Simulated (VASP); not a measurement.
# BeTe (F-43m) in VASP: further runs

The runs below take BeTe through relaxation of cell and atoms, with PBEsol.

Everything below comes from runs of VASP 6.6.1. Logs are shortened: lines on timing, memory, paths and dates and some standing lists are left out, and cuts for length are marked.

**1. The structure**

It takes space group F-43m (No. 216, cubic). Conventional cell: a = 5.540 Å, b = 5.540 Å, c = 5.540 Å, α = 90.00°, β = 90.00°, γ = 90.00°. Be (site symmetry -43m) is surrounded by 4 Te at 2.40 Å. Te (site symmetry -43m) is surrounded by 4 Be at 2.40 Å.

**2. Relaxation of cell and atoms, PBEsol**

INCAR reads:

```
SYSTEM = BeTe
  ALGO = Normal
  EDIFF = 1E-6
  EDIFFG = -0.01
  ENCUT = 600
  GGA = PS
  IBRION = 2
  ISIF = 3
  ISMEAR = 0
  KPAR = 8
  LASPH = .True.
  LCHARG = .False.
  LREAL = .False.
  LWAVE = .False.
  NELM = 80
  NSW = 90
  PREC = Accurate
  SIGMA = 0.03
```

KPOINTS reads:

```
k-points
0
Gamma
  8 8 8
  0 0 0
```

POSCAR reads:

```
BeTe
1.0
    0.0000000000      2.7700000000      2.7700000000
    2.7700000000      0.0000000000      2.7700000000
    2.7700000000      2.7700000000      0.0000000000
Be Te
1 1
Direct
    0.0000000000      0.0000000000      0.0000000000
    0.2500000000      0.2500000000      0.2500000000
```

Potentials or basis: VASP PAW PBE potentials, release 64 (Be, Te).

Run with:

```
> cat potpaw_PBE.64/Be/POTCAR potpaw_PBE.64/Te/POTCAR > POTCAR
> mpirun -np 8 vasp_std > vasp.out
```

OUTCAR:

```text
SYSTEM = BeTe
   EDIFF = 1E-6
   EDIFFG = -0.01
   ENCUT = 600
   GGA = PS
   IBRION = 2
   ISIF = 3
   ISMEAR = 0
   LASPH = .True.
   LREAL = .False.
   NELM = 80
   NSW = 90
   PREC = Accurate

 ion  position               nearest neighbor table
   1  0.000  0.000  0.000-   2 2.40   2 2.40   2 2.40   2 2.40
   2  0.250  0.250  0.250-   1 2.40   1 2.40   1 2.40   1 2.40

  LATTYP: Found a face centered cubic cell.
 ALAT       =     5.5400000000

  Lattice vectors:

 A1 = (   0.0000000000,   2.7700000000,   2.7700000000)
 A2 = (   2.7700000000,   0.0000000000,   2.7700000000)
 A3 = (   2.7700000000,   2.7700000000,   0.0000000000)

Analysis of symmetry for initial positions (statically):
=====================================================================
 Subroutine PRICEL returns:
 Original cell was already a primitive cell.

 Routine SETGRP: Setting up the symmetry group for a
 face centered cubic supercell.

 Subroutine GETGRP returns: Found 24 space group operations
 (whereof 24 operations were pure point group operations)
 out of a pool of 48 trial point group operations.

The static configuration has the point symmetry T_d .

Analysis of symmetry for dynamics (positions and initial velocities):
=====================================================================
 Subroutine PRICEL returns:
 Original cell was already a primitive cell.

 Routine SETGRP: Setting up the symmetry group for a
 face centered cubic supercell.

 Subroutine GETGRP returns: Found 24 space group operations
 (whereof 24 operations were pure point group operations)
 out of a pool of 48 trial point group operations.

The dynamic configuration has the point symmetry T_d .

 Subroutine INISYM returns: Found 24 space group operations
 (whereof 24 operations are pure point group operations),
 and found     1 'primitive' translations

----------------------------------------------------------------------------------------

                                     Primitive cell

  volume of cell :      42.5079

  direct lattice vectors                    reciprocal lattice vectors
     0.000000000  2.770000000  2.770000000    -0.180505415  0.180505415  0.180505415
     2.770000000  0.000000000  2.770000000     0.180505415 -0.180505415  0.180505415
     2.770000000  2.770000000  0.000000000     0.180505415  0.180505415 -0.180505415

  length of vectors
     3.917371568  3.917371568  3.917371568     0.312644550  0.312644550  0.312644550

  position of ions in fractional coordinates (direct lattice)
     0.000000000  0.000000000  0.000000000
     0.250000000  0.250000000  0.250000000

  ion indices of the primitive-cell ions
   primitive index   ion index
                 1           1
                 2           2

----------------------------------------------------------------------------------------

 KPOINTS: k-points

Automatic generation of k-mesh.
 Grid dimensions read from file:
 generate k-points for:    8    8    8

 Generating k-lattice:

  Cartesian coordinates                     Fractional coordinates (reciprocal lattice)
    -0.022563177  0.022563177  0.022563177     0.125000000  0.000000000  0.000000000
     0.022563177 -0.022563177  0.022563177     0.000000000  0.125000000  0.000000000
     0.022563177  0.022563177 -0.022563177     0.000000000  0.000000000  0.125000000

  Length of vectors
     0.039080569  0.039080569  0.039080569

  Shift w.r.t. Gamma in fractional coordinates (k-lattice)
     0.000000000  0.000000000  0.000000000

 Subroutine IBZKPT returns following result:
 ===========================================

 Found     29 irreducible k-points:

 Following reciprocal coordinates:
            Coordinates               Weight
  0.000000  0.000000  0.000000      1.000000
  0.125000  0.000000  0.000000      8.000000
  0.250000  0.000000  0.000000      8.000000
  0.375000  0.000000  0.000000      8.000000
  0.500000  0.000000  0.000000      4.000000
  0.125000  0.125000  0.000000      6.000000
[... 16 lines left out ...]
  0.500000  0.250000  0.125000     48.000000
 -0.375000  0.250000  0.125000     24.000000
 [... further k-points ...]
   k-points           NKPTS =     29   k-points in BZ     NKDIM =     29   number of bands    NBANDS=      8
   number of dos      NEDOS =    301   number of ions     NIONS =      2
   total plane-waves  NPLWV =  32768
   dimension x,y,z NGX =    32 NGY =   32 NGZ =   32
   dimension x,y,z NGXF=    64 NGYF=   64 NGZF=   64
   ions per type =               1   1
   NGX,Y,Z   is equivalent  to a cutoff of  13.58, 13.58, 13.58 a.u.
   NGXF,Y,Z  is equivalent  to a cutoff of  27.16, 27.16, 27.16 a.u.
 SYSTEM =  BeTe
   PREC   = accura    normal or accurate (medium, high low for compatibility)
   ISTART =      0    job   : 0-new  1-cont  2-samecut
   ICHARG =      2    charge: 1-file 2-atom 10-const
   ISPIN  =      1    spin polarized calculation?
   LNONCOLLINEAR =      F non collinear calculations
   LSORBIT =      F    spin-orbit coupling
   LASPH  =      T    aspherical Exc in radial PAW
   ENCUT  =  600.0 eV  44.10 Ry    6.64 a.u.   7.82  7.82  7.82*2*pi/ulx,y,z
   NELM   =     80;   NELMIN=  2; NELMDL= -5     # of ELM steps
   EDIFF  = 0.1E-05   stopping-criterion for ELM
   LREAL  =      F    real-space projection
   EDIFFG = -.1E-01   stopping-criterion for IOM
   NSW    =     90    number of steps for IOM
   IBRION =      2    ionic relax: 0-MD 1-quasi-New 2-CG
   NFREE  =      1    steps in history (QN), initial steepest desc. (CG)
   ISIF   =      3    stress and relaxation
   ISYM   =      2    0-nonsym 1-usesym 2-fastsym
   POTIM  = 0.5000    time-step for ionic-motion
   TEBEG  =    0.0;   TEEND  =   0.0 temperature during run
   PSTRESS=    0.0 pullay stress
   NELECT =       8.0000    total number of electrons
   NUPDOWN=      -1.0000    fix difference up-down
   EMIN   =  10.00;   EMAX   =-10.00  energy-range for DOS
   EFERMI =   0.00;   METHOD = LEGACY
   ISMEAR =     0;   SIGMA  =   0.03  broadening in eV -4-tet -1-fermi 0-gaus
   EFERMI_NEDOS =   21; number of points for ismear=-14 and -15
   IALGO  =     38    algorithm
   IMIX   =      4    mixing-type and parameters
     AMIX     =   0.40;   BMIX     =  1.00
     AMIX_MAG =   1.60;   BMIX_MAG =  1.00
  volume/ion in A,a.u.               =      21.25       143.43
  Fermi-wavevector in a.u.,A,eV,Ry     =   0.938170  1.772885 11.975354  0.880164
  Thomas-Fermi vector in A             =   2.065355
   LORBIT       =      0    0 simple, 1 ext, 2 COOP (PROOUT), +10 PAW based schemes
   GGA     = PS    functional components
   LHFCALC =     F    Hartree Fock is set to
   AEXX    =    0.0000 exact exchange contribution
   IVDW    =     0    specifies the selected vdW correction
   LEPSILON=     F    determine dielectric tensor
   LRPA    =     F    only Hartree local field effects (RPA)
 conjugate gradient relaxation of ions
 non-spin polarized calculation
 Gauss-broadening in eV      SIGMA  =   0.03
  energy-cutoff  :      600.00
  volume of cell :       42.51
 maximum number of plane-waves:      1433
   NGX = 15   NGY = 15   NGZ = 15

--------------------------------------- Ionic step        1  -------------------------------------------

 number of electron       8.0000000 magnetization

 Free energy of the ion-electron system (eV)
  ---------------------------------------------------
  ext. energy  EPLUGINS =         0.00000000
  ---------------------------------------------------
  free energy    TOTEN  =        -8.20301244 eV

  energy without entropy =       -8.20301244  energy(sigma->0) =       -8.20301244

------------------------ aborting loop because EDIFF is reached ----------------------------------------

  FORCE on cell =-STRESS in cart. coord.  units (eV):
  Direction    XX          YY          ZZ          XY          YZ          ZX
  --------------------------------------------------------------------------------------
  -------------------------------------------------------------------------------------
  Total        0.6733605      0.6733605      0.6733605     -0.0000000      0.0000000     -0.0000000
  in kB       25.3798435     25.3798435     25.3798435     -0.0000000      0.0000000     -0.0000000
  external PRESSURE =      25.3798435 kB  Pullay stress =       0.0000000 kB
[... 57 lines left out ...]
  energy  without entropy=       -8.2152017936  energy(sigma->0) =       -8.21520179

--------------------------------------- Ionic step        3  -------------------------------------------

 number of electron       8.0000000 magnetization

 Free energy of the ion-electron system (eV)
  ---------------------------------------------------
  ext. energy  EPLUGINS =         0.00000000
  ---------------------------------------------------
  free energy    TOTEN  =        -8.21593460 eV

  energy without entropy =       -8.21593460  energy(sigma->0) =       -8.21593460

 E-fermi :   5.2756     XC(G=0):  -9.2428

 val. band max:        5.1216490199   @ k =   0.0000   0.0000   0.0000
 cond. band min:       6.9495463531   @ k =   0.5000   0.5000   0.0000
 fundamental gap:      1.8278973332
 Fermi energy:         5.2756464458

 k-point     1 :       0.0000    0.0000    0.0000
  band No.  band energies     occupation
      1      -7.2807      2.00000
      2       5.1216      2.00000
      3       5.1216      2.00000
      4       5.1216      2.00000
      5       8.7120      0.00000
      6       8.7120      0.00000
      7       8.7120      0.00000
      8       8.9299      0.00000
[... 243 lines left out ...]
 k-point    24 :      -0.3750    0.2500    0.1250
  band No.  band energies     occupation
      1      -5.6594      2.00000
      2      -0.0873      2.00000
      3       2.1698      2.00000
      4       3.1730      2.00000
      5       9.2598      0.00000
      6       9.4712      0.00000
      7      11.8103      0.00000
      8      12.8709      0.00000

 [... further k-points ...]

------------------------ aborting loop because EDIFF is reached ----------------------------------------

  FORCE on cell =-STRESS in cart. coord.  units (eV):
  Direction    XX          YY          ZZ          XY          YZ          ZX
  --------------------------------------------------------------------------------------
  -------------------------------------------------------------------------------------
  Total        0.0005010      0.0005010      0.0005010      0.0000000      0.0000000     -0.0000000
  in kB        0.0181634      0.0181634      0.0181634      0.0000000      0.0000000     -0.0000000
  external PRESSURE =       0.0181634 kB  Pullay stress =       0.0000000 kB
[... 17 lines left out ...]
  FREE ENERGIE OF THE ION-ELECTRON SYSTEM (eV)
  ---------------------------------------------------
  free  energy   TOTEN  =        -8.2159345964 eV

  energy  without entropy=       -8.2159345964  energy(sigma->0) =       -8.21593460

 reached required accuracy - stopping structural energy minimisation
```

Run time: 6.1 s. Hardware: 8 MPI ranks of Intel Xeon 6975P-C (Granite Rapids), shared host; peak memory 0.19 GiB.

Results:

```
Free energy                            : -8.2159 eV
Relaxed volume                         : 22.10 Å³/atom
Relaxed cell                           : a = 3.968 Å, b = 3.968 Å, c = 3.968 Å, α = 60.00°, β = 60.00°, γ = 60.00°
Space group after relaxing (to 0.05 Å) : F-43m (No. 216)
Energy gained by relaxing              : 6.5 meV/atom
Ionic steps                            : 3
Pressure after relaxing                : 0.0 GPa
Band gap on the k mesh                 : 1.83 eV, indirect (least direct gap 3.59 eV)
```

The path:
| step | energy change (eV) | largest force (eV/Å) | pressure (GPa) | volume (Å³) |
| --- | --- | --- | --- | --- |
| 1 | 0.0000 | 0.0000 | 2.54 | 42.51 |
| 2 | -0.0122 | 0.0000 | -0.55 | 44.61 |
| 3 | -0.0129 | 0.0000 | 0.00 | 44.19 |

Final structure:
```
Be Te
1.0
     0.00000    2.80614    2.80614
     2.80614    0.00000    2.80614
     2.80614    2.80614    0.00000
Be Te
1 1
Cartesian
  0.0000 0.0000 0.0000
  1.4031 1.4031 1.4031
```

Caveat: the PAW data sets were made with another functional, which shifts forces and pressure a little; spin-orbit coupling is left out, which moves the levels of the heavy elements.

**3. Relaxation of cell and atoms, PBEsol**

This run uses another cell than the first one, of 22.10 Å³/atom, 1.040 times its volume.

Changes to INCAR since step 2:

```diff
@@ -2,4 +2,4 @@
   ALGO = Normal
-  EDIFF = 1E-6
-  EDIFFG = -0.01
+  EDIFF = 1E-7
+  EDIFFG = -0.005
   ENCUT = 600
```

KPOINTS is that of step 2.

POSCAR reads:

```
BeTe                                    
1.0
    0.0000000000      2.8061350129      2.8061350129
    2.8061350129      0.0000000000      2.8061350129
    2.8061350129      2.8061350129     -0.0000000000
  Be              Te            
     1     1
Direct
     0.0000000000000000    0.0000000000000000    0.0000000000000000
     0.2500000000000000    0.2500000000000000    0.2500000000000000
```

Potentials or basis: VASP PAW PBE potentials, release 64 (Be, Te).

Run with:

```
> cat potpaw_PBE.64/Be/POTCAR potpaw_PBE.64/Te/POTCAR > POTCAR
> mpirun -np 8 vasp_std > vasp.out
```

OUTCAR:

```text
SYSTEM = BeTe
   EDIFF = 1E-7
   EDIFFG = -0.005
   ENCUT = 600
   GGA = PS
   IBRION = 2
   ISIF = 3
   ISMEAR = 0
   LASPH = .True.
   LREAL = .False.
   NELM = 80
   NSW = 90
   PREC = Accurate

 ion  position               nearest neighbor table
   1  0.000  0.000  0.000-   2 2.43   2 2.43   2 2.43   2 2.43
   2  0.250  0.250  0.250-   1 2.43   1 2.43   1 2.43   1 2.43

  LATTYP: Found a face centered cubic cell.
 ALAT       =     5.6122700258
[... 457 lines left out ...]

  FORCE on cell =-STRESS in cart. coord.  units (eV):
  Direction    XX          YY          ZZ          XY          YZ          ZX
  --------------------------------------------------------------------------------------
  -------------------------------------------------------------------------------------
  Total        0.0012281      0.0012281      0.0012281      0.0000000      0.0000000      0.0000000
  in kB        0.0445234      0.0445234      0.0445234      0.0000000      0.0000000      0.0000000
  external PRESSURE =       0.0445234 kB  Pullay stress =       0.0000000 kB

 VOLUME and BASIS-vectors are now :
 -----------------------------------------------------------------------------
  energy-cutoff  :      600.00
  volume of cell :       44.19
      direct lattice vectors                 reciprocal lattice vectors
     0.000000000  2.806135013  2.806135013    -0.178181020  0.178181020  0.178181020
     2.806135013  0.000000000  2.806135013     0.178181020 -0.178181020  0.178181020
     2.806135013  2.806135013  0.000000000     0.178181020  0.178181020 -0.178181020

 POSITION                                       TOTAL-FORCE (eV/Angst)
 -----------------------------------------------------------------------------------
      0.00000      0.00000      0.00000        -0.000000     -0.000000     -0.000000
      1.40307      1.40307      1.40307         0.000000      0.000000      0.000000
 -----------------------------------------------------------------------------------
    total drift:                                0.000000      0.000000      0.000000

  FREE ENERGIE OF THE ION-ELECTRON SYSTEM (eV)
  ---------------------------------------------------
  free  energy   TOTEN  =        -8.2159911962 eV

  energy  without entropy=       -8.2159911962  energy(sigma->0) =       -8.21599120

 reached required accuracy - stopping structural energy minimisation
```

OSZICAR:

```text
N       E                     dE             d eps       ncg     rms          rms(c)
DAV:   1     0.212572705946E+02    0.21257E+02   -0.37613E+03   464   0.905E+02
DAV:   2    -0.762396337940E+01   -0.28881E+02   -0.27536E+02   680   0.106E+02
DAV:   3    -0.835450434948E+01   -0.73054E+00   -0.73054E+00   592   0.218E+01
DAV:   4    -0.835859053808E+01   -0.40862E-02   -0.40862E-02   672   0.196E+00
DAV:   5    -0.835860566239E+01   -0.15124E-04   -0.15124E-04   632   0.907E-02    0.402E+00
DAV:   6    -0.825343630865E+01    0.10517E+00   -0.11870E-01   528   0.170E+00    0.241E+00
DAV:   7    -0.821592297386E+01    0.37513E-01   -0.11620E-01   624   0.177E+00    0.412E-01
DAV:   8    -0.821587714502E+01    0.45829E-04   -0.44075E-03   504   0.451E-01    0.885E-02
DAV:   9    -0.821598156328E+01   -0.10442E-03   -0.16587E-04   632   0.108E-01    0.175E-02
DAV:  10    -0.821598890039E+01   -0.73371E-05   -0.20918E-05   536   0.257E-02    0.131E-02
DAV:  11    -0.821599051485E+01   -0.16145E-05   -0.10052E-06   648   0.786E-03    0.543E-03
DAV:  12    -0.821599117779E+01   -0.66295E-06   -0.11746E-06   488   0.834E-03    0.150E-03
DAV:  13    -0.821599119617E+01   -0.18378E-07   -0.41492E-09   424   0.568E-04
   1 F= -.82159912E+01 E0= -.82159912E+01  d E =-.821599E+01
```

CONTCAR:

```text
BeTe
   1.00000000000000
     0.0000000000000000    2.8061350129000000    2.8061350129000000
     2.8061350129000000    0.0000000000000000    2.8061350129000000
     2.8061350129000000    2.8061350129000000    0.0000000000000000
  Be              Te
     1     1
Direct
     0.0000000000000000    0.0000000000000000    0.0000000000000000
     0.2500000000000000    0.2500000000000000    0.2500000000000000

  0.00000000E+00  0.00000000E+00  0.00000000E+00
  0.00000000E+00  0.00000000E+00  0.00000000E+00
```

It took 3 s on 8 MPI ranks of Intel Xeon 6975P-C (Granite Rapids), shared host; peak memory 0.18 GiB.

What came out:

| Property | Result |
| --- | --- |
| Free energy | -8.2160 eV |
| Pressure after relaxing | 0.0 GPa |
| Band gap on the k mesh | 1.83 eV, indirect (least direct gap 3.59 eV) |

Final structure:
```
Be Te
1.0
     0.00000    2.80614    2.80614
     2.80614    0.00000    2.80614
     2.80614    2.80614    0.00000
Be Te
1 1
Direct
  0.00000 0.00000 0.00000
  0.25000 0.25000 0.25000
```

Levels at points of the mesh, in eV from the valence-band top:
```tsv
k point	band 1	band 2	band 3	band 4	band 5	band 6	band 7	band 8
(0.00, 0.00, 0.00)	-12.40	0.00	0.00	0.00	3.59	3.59	3.59	3.81
(0.50, 0.00, 0.00)	-11.03	-5.64	-1.15	-1.15	3.06	4.55	4.55	7.66
(0.50, 0.50, 0.00)	-10.52	-5.19	-2.70	-2.70	1.83	2.60	9.77	9.77
```

Caveat: the relaxation stopped at its first step, so nothing moved; the PAW data sets were made with another functional, which shifts forces and pressure a little; spin-orbit coupling is left out, which moves the levels of the heavy elements. A k mesh can miss the band edges.
